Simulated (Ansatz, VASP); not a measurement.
# One calculation of Se, two programs

```
Se
1.0
     2.10203   -6.35395    0.00000
     2.10203    6.35395    0.00000
     0.00000    0.00000    4.58891
Se
4
Direct
  0.11447 0.88553 0.87424
  0.61447 0.38553 0.62576
  0.88553 0.11447 0.12576
  0.38553 0.61447 0.37424
```

Alike in both runs: functional r2SCAN; k mesh 6 × 6 × 4; occupations gaussian, width 0.1 eV; no spin polarisation.

Ansatz relaxed the structure, and its values are those at the end. VASP's run is a single point on that final structure, the one shown.

|  | VASP | Ansatz |
| --- | --- | --- |
| version | VASP 6.6.1 | Ansatz 0.2.0 |
| potentials or method | VASP PAW PBE potentials, release 64 (Se) | scalar-relativistic, plane waves, PAW |
| plane-wave cutoff (eV) | 520 | 500 |
| valence electrons in the cell | 24 | 64 |

|  | VASP | Ansatz | Ansatz less VASP |
| --- | --- | --- | --- |
| gap on the k mesh at the Fermi level (eV) | none | none | - |
| pressure (GPa) | 0.0 | 0.0 | +0.03 |
| rms of the force components (eV/Å) | 0.015 | 0.016 | +0.0014 |

A gap of «none» marks a metal or a gap that the smearing closes. The functional is the same, so the differences come from potentials, cutoffs and numerics. The two sets of potentials don't hold the same shells in valence.

Caveats: the PAW data sets were made with another functional, which shifts forces and pressure a little (VASP).
